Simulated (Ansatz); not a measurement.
The system is Cu3Au (Auricupride).

```
Au Cu
1.0
     3.74000    0.00000    0.00000
     0.00000    3.74000    0.00000
     0.00000    0.00000    3.74000
Au Cu
1 3
Cartesian
  0.0000 0.0000 0.0000
  1.8700 1.8700 0.0000
  1.8700 0.0000 1.8700
  0.0000 1.8700 1.8700
```

| Item | Value |
| --- | --- |
| Program | Ansatz 0.2.0 |
| Task | relaxation of cell and atoms |
| Functional | BLYP |
| Dispersion | D3(BJ) |
| Potentials or basis | Ansatz PAW |
| Cutoff | 420 eV (not typed: the program's choice for these potentials) |
| k mesh | 7 × 7 × 7 |
| Occupations | fermi-dirac, width 0.05 eV |
| Spin | no spin polarisation |

At the start: volume 13.08 Å³/atom.

Problem. Where does the relaxation end?

Solution. It ends after 4 steps and the volume is 12.80 Å³/atom (-2.1 %); space group Pm-3m (No. 221, to 0.05 Å).

Step by step:
| step | energy change (eV) | largest force (eV/Å) | volume (Å³) |
| --- | --- | --- | --- |
| 1 | 0.0000 | 0.0000 | 52.31 |
| 2 | -0.0123 | 0.0000 | 51.34 |
| 3 | -0.0125 | 0.0000 | 51.19 |
| 4 | -0.0120 | 0.0000 | 51.19 |

Final structure:
```
Au Cu
1.0
     3.71311    0.00000    0.00000
     0.00000    3.71311    0.00000
     0.00000    0.00000    3.71311
Au Cu
1 3
Direct
  0.00000 0.00000 0.00000
  0.50000 0.50000 0.00000
  0.50000 0.00000 0.50000
  0.00000 0.50000 0.50000
```

Caveat: the plane-wave basis is chosen anew once the cell has moved, so the energies of steps on either side of that aren't comparable; pairwise dispersion overbinds metals, which lowers pressure and volume; the PAW data sets come from PBE, with cores solved anew for the run's functional, which leaves a small shift of forces and pressure.
